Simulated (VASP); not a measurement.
# VASP 6.6.1 run: BaO

INCAR

```
METAGGA = R2SCAN
NBANDS = 15
NELMDL = -8
SIGMA = 0.01
LASPH = .TRUE.
LWAVE = .FALSE.
LCHARG = .FALSE.
LREAL = .TRUE.
IBRION = -1
NELM = 120
ISMEAR = 0
PREC = Accurate
EDIFF = 1E-7
ENCUT = 520
ISIF = 2
ISYM = -1
NSW = 0
ALGO = Normal
```

KPOINTS

```
KPOINTS created by Atomic Simulation Environment
0
Gamma
4 4 4
0 0 0
```

POSCAR

```
Ba O
 1.0000000000000000
     0.0000000000000000    2.7403426988000001    2.7403426988000001
     2.7403426988000001    0.0000000000000000    2.7403426988000001
     2.7403426988000001    2.7403426988000001    0.0000000000000000
 Ba  O
   1   1
Cartesian
  0.0000000000000000  0.0000000000000000  0.0000000000000000
  2.7403426988000001  2.7403426988000001  2.7403426988000001
```

The recommended PBE PAW datasets give the neutral cell 16 valence electrons.

Command

```
mpirun -np 1 vasp_std
```

Question: How does this run end, and what does it give?

Answer: It converged. Results: gap between bands v and c on the k mesh 2.18 eV; least direct gap on the k mesh 2.18 eV; pressure -10.4 GPa. Band v is the last that the valence electrons fill when counted band by band, and c is the next.

OSZICAR

```
N       E                     dE             d eps       ncg     rms          rms(c)
DAV:   1     0.542029332736E+02    0.54203E+02   -0.82032E+03  1920   0.102E+03
DAV:   2    -0.410281890218E+02   -0.95231E+02   -0.83417E+02  2722   0.211E+02
DAV:   3    -0.452446307260E+02   -0.42164E+01   -0.41846E+01  2459   0.444E+01
DAV:   4    -0.452890119888E+02   -0.44381E-01   -0.44365E-01  2264   0.464E+00
DAV:   5    -0.452897680456E+02   -0.75606E-03   -0.75605E-03  2336   0.506E-01
DAV:   6    -0.452897818295E+02   -0.13784E-04   -0.13784E-04  2348   0.671E-02
DAV:   7    -0.452897821498E+02   -0.32031E-06   -0.32025E-06  2261   0.923E-03
DAV:   8    -0.452897821579E+02   -0.80609E-08   -0.81039E-08  1933   0.147E-03    0.916E+00
DAV:   9    -0.376321500603E+02    0.76576E+01   -0.54487E+00  2235   0.198E+01    0.426E+00
DAV:  10    -0.377699013381E+02   -0.13775E+00   -0.21864E-01  2214   0.400E+00    0.235E+00
DAV:  11    -0.377703949938E+02   -0.49366E-03   -0.11741E-01  2088   0.338E+00    0.456E-01
DAV:  12    -0.377690720343E+02    0.13230E-02   -0.18704E-02  2410   0.103E+00    0.221E-01
DAV:  13    -0.377705763457E+02   -0.15043E-02   -0.86142E-03  1990   0.826E-01    0.282E-01
DAV:  14    -0.377688009663E+02    0.17754E-02   -0.39414E-03  2235   0.480E-01    0.129E-02
DAV:  15    -0.377687946977E+02    0.62685E-05   -0.17568E-04  1952   0.115E-01    0.336E-02
DAV:  16    -0.377687764843E+02    0.18213E-04   -0.23483E-05  2137   0.428E-02    0.427E-03
DAV:  17    -0.377687773964E+02   -0.91216E-06   -0.36797E-06  1987   0.150E-02    0.692E-03
DAV:  18    -0.377687773377E+02    0.58701E-07   -0.17754E-07  2123   0.354E-03
   1 F= -.37768777E+02 E0= -.37768777E+02  d E =-.235301E-86
```

These settings aren't sound, so the numbers aren't properties of the crystal.

On sound settings r²SCAN gives a gap of 2.19 eV on its mesh and a pressure of 4.7 GPa for the intended cell.
